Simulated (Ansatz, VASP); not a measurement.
## One calculation of CdS, two programs

File POSCAR:

```
CdS
1.0
   -0.1473944091      2.9093890208      2.9093890208
    2.9093890208     -0.1473944091      2.9093890208
    2.9093890208      2.9093890208     -0.1473944091
Cd S
1 1
Direct
   -0.0052805992     -0.0052805992     -0.0052805992
    0.2552805992      0.2552805992      0.2552805992
```

Contents of INCAR.step1:

```
SYSTEM = CdS
PREC     = Accurate       ! precision mode
ENCUT    = 520            ! plane-wave cutoff, eV
ISMEAR   = 0              ! smearing method
SIGMA    = 0.01           ! smearing width, eV
LREAL    = .FALSE.        ! projectors in reciprocal space
LASPH    = .TRUE.         ! aspherical terms in the spheres
NELM     = 60             ! most SCF steps
NBANDS   = 16             ! bands
GGA      = PE             ! functional
ALGO     = Normal         ! electronic algorithm
EDIFF    = 1E-4           ! SCF threshold, eV
LWAVE    = .TRUE.         ! write WAVECAR
LCHARG   = .FALSE.        ! write CHGCAR
```

Contents of INCAR.step2:

```
SYSTEM = CdS
PREC     = Accurate       ! precision mode
ENCUT    = 520            ! plane-wave cutoff, eV
EDIFF    = 1E-7           ! SCF threshold, eV
ISMEAR   = 0              ! smearing method
SIGMA    = 0.01           ! smearing width, eV
LREAL    = .FALSE.        ! projectors in reciprocal space
LASPH    = .TRUE.         ! aspherical terms in the spheres
NELM     = 60             ! most SCF steps
ALGO     = Normal         ! electronic algorithm
ISIF     = 2              ! what is computed and relaxed
LWAVE    = .FALSE.        ! write WAVECAR
LCHARG   = .FALSE.        ! write CHGCAR
METAGGA  = R2SCAN         ! meta-GGA
LMIXTAU  = .TRUE.       
NBANDS   = 16             ! bands
ISTART   = 1
```

Contents of KPOINTS:

```
Automatic mesh
0
G
  8 8 8
  0 0 0
```

Input for Ansatz:

```yaml
crystal:
  lattice:
    - [-0.1473944091, 2.9093890208, 2.9093890208]
    - [2.9093890208, -0.1473944091, 2.9093890208]
    - [2.9093890208, 2.9093890208, -0.1473944091]
  atoms:
    - { symbol: Cd, position: [-0.0052805992, -0.0052805992, -0.0052805992] }
    - { symbol: S, position: [0.2552805992, 0.2552805992, 0.2552805992] }
kpoints:
  mp_grid: { grid: [8, 8, 8] }
  band_path:
    path:
      - [0.0, 0.0, 0.0]
      - [-0.5, -0.5, 0.0]
      - [-0.375, -0.375, 0.25]
      - [-0.375, 0.0, 0.375]
      - [0.0, 0.0, 0.5]
      - [-0.5, -0.25, 0.25]
    npoints: 1
hamiltonian:
  xc: r2scan
scf:
  occupations: { method: fixed }
  n_extra_bands: 4
output:
  forces: true
  stress: true
  eigenvalues: true
  write_density: true
  write_potential: true
  elf: true
  volumetric_format: npy
```

Change from the starting cell: epitaxial_111 strain +4.0%.

Alike in both runs: task single point; functional r2SCAN; k mesh 8 × 8 × 8; no spin polarisation.

|  | VASP | Ansatz |
| --- | --- | --- |
| version | VASP 6.6.1 | Ansatz 0.2.0 |
| potentials or method | VASP PAW PBE potentials, release 64 (Cd, S) | plane waves, PAW |
| plane-wave cutoff (eV) | 520 | 500 |
| occupations | gaussian, width 0.01 eV | fixed |
| valence electrons in the cell | 18 | 26 |

Ansatz gave:

* gap on the k mesh at the Fermi level (eV): 1.26
* pressure (GPa): -2.5
* largest component of the traceless stress (GPa): 1.25
* rms of the force components (eV/Å): 0.000

Problem. What did VASP give for the same quantities?

Solution. gap on the k mesh at the Fermi level (eV): 1.25; pressure (GPa): -2.3; largest component of the traceless stress (GPa): 1.27; rms of the force components (eV/Å): 0.004.

Atom by atom the forces differ by 0.004 eV/Å (rms over components). The two sets of potentials don't hold the same shells in valence.

Caveats: the PAW data sets were made with another functional, which shifts forces and pressure a little (VASP).
